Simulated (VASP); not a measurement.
# BN in VASP: one cell, several levels of theory, part 2 of 2

The system is rocksalt BN, a generated structure that needn't be the ground state.

VASP 6.6.1, plane waves, PAW. The steps go on from the part before.

## 3. Single point with r2SCAN

Input file INCAR:

```
ENCUT = 520.000000
SIGMA = 0.010000
EDIFF = 1.00e-07
ALGO = Normal
METAGGA = R2SCAN
PREC = Accurate
IBRION = -1
ISIF = 2
ISMEAR = 0
NBANDS = 11
NELM = 120
NSW = 0
LASPH = .TRUE.
LCHARG = .FALSE.
LWAVE = .FALSE.
LREAL = .FALSE.
```

Input file KPOINTS:

```
KPOINTS created by Atomic Simulation Environment
0
Gamma
12 12 12
0 0 0
```

Input file KPOINTS_OPT:

```
special points
8
Reciprocal
0.0000000000 0.0000000000 0.0000000000 1
0.5000000000 0.0000000000 0.5000000000 1
0.6250000000 0.2500000000 0.6250000000 1
0.3750000000 0.3750000000 0.7500000000 1
0.5000000000 0.5000000000 0.5000000000 1
0.5000000000 0.2500000000 0.7500000000 1
0.0000000000 0.1666670000 -0.1679690000 1
0.0000000000 0.5000000000 0.5000000000 1
```

Input file POSCAR:

```
B  N
 1.0000000000000000
    -0.0000000000000000    1.7458259349545111    1.7458259349545111
     1.7458259349545111   -0.0000000000000000    1.7458259349545111
     1.7458259349545111    1.7458259349545111   -0.0000000000000000
 B   N
   1   1
Cartesian
 -0.0000000000000000 -0.0000000000000000 -0.0000000000000000
  1.7458259349545109  1.7458259349545109  1.7458259349545109
```

The run is started by

```bash
> mpirun -np 1 vasp_std
```

Printed to the terminal (iteration lines stand in OSZICAR):

```text
POSCAR found type information on POSCAR B N
 POSCAR found :  2 types and       2 ions
 -----------------------------------------------------------------------------
|                                                                             |
|                                                                             |
|     You enforced a specific xc type in the INCAR file but a different       |
|     I HOPE YOU KNOW WHAT YOU ARE DOING!                                     |
|                                                                             |
 -----------------------------------------------------------------------------

 LDA part: xc-table for (None), standard interpolation
 POSCAR, INCAR and KPOINTS ok, starting setup
 FFT: planning ... GRIDC
 FFT: planning ... GRID_SOFT
 FFT: planning ... GRID
 WAVECAR not read
 entering main loop
 Start KPOINTS_OPT (optional k-point list driver)
k-point batch [1-8\8]
```

OSZICAR:

```text
N       E                     dE             d eps       ncg     rms          rms(c)
DAV:   1     0.828474873762E+01    0.82847E+01   -0.52011E+03  1643   0.757E+02
DAV:   2    -0.180466685242E+02   -0.26331E+02   -0.24521E+02  1850   0.158E+02
DAV:   3    -0.186682772978E+02   -0.62161E+00   -0.61944E+00  1878   0.195E+01
DAV:   4    -0.186690313213E+02   -0.75402E-03   -0.75401E-03  1737   0.714E-01
DAV:   5    -0.186690316909E+02   -0.36954E-06   -0.36956E-06  1875   0.169E-02    0.621E+00
DAV:   6    -0.153614774053E+02    0.33076E+01   -0.27330E+00  1629   0.873E+00    0.276E+00
DAV:   7    -0.154110302766E+02   -0.49553E-01   -0.24064E-01  1791   0.352E+00    0.160E+00
DAV:   8    -0.154306321705E+02   -0.19602E-01   -0.28516E-02  1725   0.122E+00    0.310E-01
DAV:   9    -0.154296631389E+02    0.96903E-03   -0.72438E-03  1778   0.458E-01    0.665E-02
DAV:  10    -0.154296894656E+02   -0.26327E-04   -0.14267E-04  1737   0.119E-01    0.432E-02
DAV:  11    -0.154296980760E+02   -0.86104E-05   -0.13976E-04  1719   0.763E-02    0.229E-03
DAV:  12    -0.154296986977E+02   -0.62177E-06   -0.28947E-06  1806   0.170E-02    0.351E-03
DAV:  13    -0.154296988777E+02   -0.17997E-06   -0.12339E-07  1722   0.377E-03    0.102E-03
DAV:  14    -0.154296988989E+02   -0.21240E-07   -0.29147E-09   894   0.590E-04
   1 F= -.15429699E+02 E0= -.15429699E+02  d E =-.400288E-11
       N       E                     dE             ncg
DAV:   1     0.584106270911E+03   -0.26869E+04      176
DAV:   2     0.340283762504E+03   -0.24382E+03      208
DAV:   3     0.334927325915E+03   -0.53564E+01      212
DAV:   4     0.334922892109E+03   -0.44338E-02      194
DAV:   5     0.334922889824E+03   -0.22854E-05      206
DAV:   6     0.334922889822E+03   -0.21652E-08      194
```

Parts of OUTCAR:

```text
k-points           NKPTS =     72   k-points in BZ     NKDIM =     72   number of bands    NBANDS=     11

   NELECT =       8.0000    total number of electrons

   dimension x,y,z NGX =    18 NGY =   18 NGZ =   18
   dimension x,y,z NGXF=    36 NGYF=   36 NGZF=   36

  energy-cutoff  :      520.00
  volume of cell :       10.64
      direct lattice vectors                 reciprocal lattice vectors
     0.000000000  1.745825935  1.745825935    -0.286397395  0.286397395  0.286397395
     1.745825935  0.000000000  1.745825935     0.286397395 -0.286397395  0.286397395
     1.745825935  1.745825935  0.000000000     0.286397395  0.286397395 -0.286397395

 k-points in reciprocal lattice and weights: KPOINTS created by Atomic Simulation Env
   0.00000000  0.00000000  0.00000000       0.001
   0.08333333  0.00000000  0.00000000       0.005
   0.16666667  0.00000000  0.00000000       0.005
   0.25000000  0.00000000  0.00000000       0.005
   0.33333333  0.00000000  0.00000000       0.005
   0.41666667  0.00000000  0.00000000       0.005
   0.50000000  0.00000000  0.00000000       0.002
   0.08333333  0.08333333  0.00000000       0.003
[... 64 more k-points ...]

 E-fermi :  10.4149

 k-point     1 :       0.0000    0.0000    0.0000
  band No.  band energies     occupation
      1     -13.3431      2.00000
      2       9.4507      2.00000
      3       9.4507      2.00000
      4       9.4507      2.00000
      5      20.1942      0.00000
      6      23.5296      0.00000
      7      23.5296      0.00000
      8      23.5296      0.00000
      9      29.7678      0.00000
     10      29.7678      0.00000
     11      29.7678      0.00000

 k-point     2 :       0.0833    0.0000    0.0000
  band No.  band energies     occupation
      1     -13.1389      2.00000
      2       8.5566      2.00000
      3       9.4319      2.00000
      4       9.4319      2.00000
      5      20.4632      0.00000
      6      22.7870      0.00000
      7      22.7870      0.00000
      8      23.3428      0.00000
      9      29.3176      0.00000
     10      30.2927      0.00000
     11      30.2927      0.00000

 k-point     3 :       0.1667    0.0000    0.0000
  band No.  band energies     occupation
      1     -12.5320      2.00000
      2       6.3494      2.00000
      3       9.3991      2.00000
      4       9.3991      2.00000
      5      20.4799      0.00000
      6      21.1055      0.00000
      7      21.1055      0.00000
      8      23.3910      0.00000
      9      29.1998      0.00000
     10      31.7721      0.00000
     11      31.7721      0.00000

 k-point     4 :       0.2500    0.0000    0.0000
  band No.  band energies     occupation
      1     -11.5428      2.00000
      2       3.5798      2.00000
      3       9.4034      2.00000
      4       9.4034      2.00000
      5      19.2476      0.00000
      6      19.2476      0.00000
      7      19.7614      0.00000
      8      24.0361      0.00000
      9      30.0272      0.00000
     10      34.0824      0.00000
     11      34.0824      0.00000

 k-point     5 :       0.3333    0.0000    0.0000
  band No.  band energies     occupation
      1     -10.2298      2.00000
      2       0.7678      2.00000
      3       9.4738      2.00000
      4       9.4738      2.00000
      5      17.6419      0.00000
      6      17.6419      0.00000
      7      18.9902      0.00000
      8      24.6235      0.00000
      9      31.6339      0.00000
     10      37.1118      0.00000
     11      37.1118      0.00000

 k-point     6 :       0.4167    0.0000    0.0000
  band No.  band energies     occupation
      1      -8.7867      2.00000
      2      -1.6501      2.00000
      3       9.5810      2.00000
      4       9.5810      2.00000
      5      16.5442      0.00000
      6      16.5442      0.00000
      7      18.4785      0.00000
      8      24.9587      0.00000
      9      33.5745      0.00000
     10      40.7067      0.00000
     11      40.7067      0.00000

 k-point     7 :       0.5000    0.0000    0.0000
  band No.  band energies     occupation
      1      -7.9752      2.00000
      2      -2.7975      2.00000
      3       9.6361      2.00000
      4       9.6361      2.00000
      5      16.1489      0.00000
      6      16.1489      0.00000
      7      18.3030      0.00000
      8      25.0652      0.00000
      9      34.7010      0.00000
     10      40.5702      0.00000
     11      43.8617      0.00000

 k-point     8 :       0.0833    0.0833    0.0000
  band No.  band energies     occupation
      1     -13.0707      2.00000
      2       8.9860      2.00000
      3       8.9860      2.00000
      4       9.1114      2.00000
      5      20.6140      0.00000
      6      21.6040      0.00000
      7      23.5096      0.00000
      8      23.5096      0.00000
      9      28.0244      0.00000
     10      31.1294      0.00000
     11      31.1294      0.00000

 k-point     9 :       0.1667    0.0833    0.0000
  band No.  band energies     occupation
      1     -12.5967      2.00000
      2       7.2181      2.00000
      3       8.5899      2.00000
      4       9.3914      2.00000
      5      19.6239      0.00000
      6      21.1562      0.00000
      7      22.8767      0.00000
      8      23.4594      0.00000
      9      27.3720      0.00000
     10      32.4215      0.00000
     11      32.7987      0.00000

 k-point    10 :       0.2500    0.0833    0.0000
  band No.  band energies     occupation
      1     -11.7319      2.00000
      2       4.6190      2.00000
      3       8.3406      2.00000
      4       9.5217      2.00000
      5      17.8909      0.00000
      6      20.7139      0.00000
      7      21.4044      0.00000
      8      23.9549      0.00000
      9      28.0064      0.00000
     10      34.0651      0.00000
     11      35.1616      0.00000

 k-point    11 :       0.3333    0.0833    0.0000
  band No.  band energies     occupation
      1     -10.5174      2.00000
      2       1.8108      2.00000
      3       8.3081      2.00000
      4       9.4126      2.00000
      5      16.5845      0.00000
      6      19.7354      0.00000
      7      19.9417      0.00000
      8      24.6864      0.00000
      9      29.5847      0.00000
     10      36.3124      0.00000
     11      38.1643      0.00000

 k-point    12 :       0.4167    0.0833    0.0000
  band No.  band energies     occupation
      1      -9.0792      2.00000
      2      -0.7752      2.00000
      3       8.5202      2.00000
      4       9.0638      2.00000
      5      15.9339      0.00000
      6      18.2372      0.00000
      7      19.3798      0.00000
      8      25.1652      0.00000
      9      31.8141      0.00000
     10      38.8637      0.00000
     11      41.6759      0.00000

 k-point    13 :       0.5000    0.0833    0.0000
  band No.  band energies     occupation
      1      -7.9110      2.00000
      2      -2.4906      2.00000
      3       8.5678      2.00000
      4       8.9486      2.00000
      5      15.9728      0.00000
      6      17.1130      0.00000
      7      19.1622      0.00000
      8      25.3638      0.00000
      9      33.9967      0.00000
     10      39.0537      0.00000
     11      43.5348      0.00000

 k-point    14 :      -0.4167    0.0833    0.0000
  band No.  band energies     occupation
      1      -8.2048      2.00000
      2      -2.0835      2.00000
      3       8.0966      2.00000
      4       9.4864      2.00000
      5      16.5276      0.00000
      6      16.5800      0.00000
      7      19.3266      0.00000
      8      25.3128      0.00000
      9      33.8534      0.00000
     10      39.5866      0.00000
     11      40.3979      0.00000

 k-point    15 :      -0.3333    0.0833    0.0000
  band No.  band energies     occupation
      1      -9.5702      2.00000
      2       0.0438      2.00000
      3       7.7920      2.00000
      4       9.9421      2.00000
      5      16.6552      0.00000
      6      17.5873      0.00000
      7      19.8856      0.00000
      8      24.9955      0.00000
      9      31.8459      0.00000
     10      36.8022      0.00000
     11      40.5138      0.00000

 k-point    16 :      -0.2500    0.0833    0.0000
  band No.  band energies     occupation
      1     -10.9588      2.00000
      2       2.7522      2.00000
      3       7.7272      2.00000
      4      10.1481      2.00000
      5      17.5819      0.00000
      6      18.8217      0.00000
      7      20.8022      0.00000
      8      24.3708      0.00000
      9      30.0121      0.00000
     10      33.8421      0.00000
     11      37.6935      0.00000

[... the tables of k-points 17 to 72 left out ...]

  Total        0.0318797      0.0318797      0.0318797      0.0000000      0.0000000     -0.0000000
  in kB        4.7994628      4.7994628      4.7994628      0.0000000      0.0000000     -0.0000000
  external PRESSURE =       4.7994628 kB  Pullay stress =       0.0000000 kB

 POSITION                                       TOTAL-FORCE (eV/Angst)
 -----------------------------------------------------------------------------------
      0.00000      0.00000      0.00000        -0.000000     -0.000000      0.000000
      1.74583      1.74583      1.74583         0.000000      0.000000     -0.000000
 -----------------------------------------------------------------------------------
    total drift:                               -0.000000     -0.000000     -0.000000

  FREE ENERGIE OF THE ION-ELECTRON SYSTEM (eV)
  ---------------------------------------------------
  free  energy   TOTEN  =       -15.4296988989 eV

  energy  without entropy=      -15.4296988989  energy(sigma->0) =      -15.42969890
```

Hardware: 1 MPI rank of Intel Xeon Platinum 8488C, shared host.

The levels at the points of KPOINTS_OPT are read from vasprun.xml.

Levels at the named points, in eV from the top of band v (v: the last filled band by count, c: the next):

| point | v−1 | v | c | c+1 |
| --- | --- | --- | --- | --- |
| Γ | -0.92 | -0.92 | 9.82 | 13.15 |
| X | -5.91 | -5.91 | 1.33 | 9.59 |
| U | -9.40 | -4.60 | 3.58 | 12.17 |
| K | -9.40 | -4.60 | 3.58 | 12.17 |
| L | -0.74 | -0.74 | 5.77 | 5.77 |
| W | -9.86 | -7.35 | 7.60 | 8.52 |

The r2SCAN gap is 1.33 eV and indirect ((-0.17, 0.17, 0.00) to (0.50, 0.50, 0.00)), with 6.51 eV as the least direct one. The pressure is 0.48 GPa; the forces vanish within 0.01 eV/Å.

## 4. What came out

This closing draws on all 2 parts.

| level | gap (eV) | pressure (GPa) | Ansatz: gap (eV) | Ansatz: pressure (GPa) |
| --- | --- | --- | --- | --- |
| PBE | 1.20 | 3.87 | 1.20 | 3.92 |
| r2SCAN | 1.33 | 0.48 | 1.34 | 0.03 |

The gap runs from 1.20 eV (PBE) to 1.33 eV (r2SCAN). At this one volume the pressure spans 0.5 GPa (r2SCAN) to 3.9 GPa (PBE): PBE wants the largest cell and r2SCAN the smallest. The two programs agree on the gap within 0.02 eV, far less than the spread between functionals. Datasets and cutoffs are each program's own.
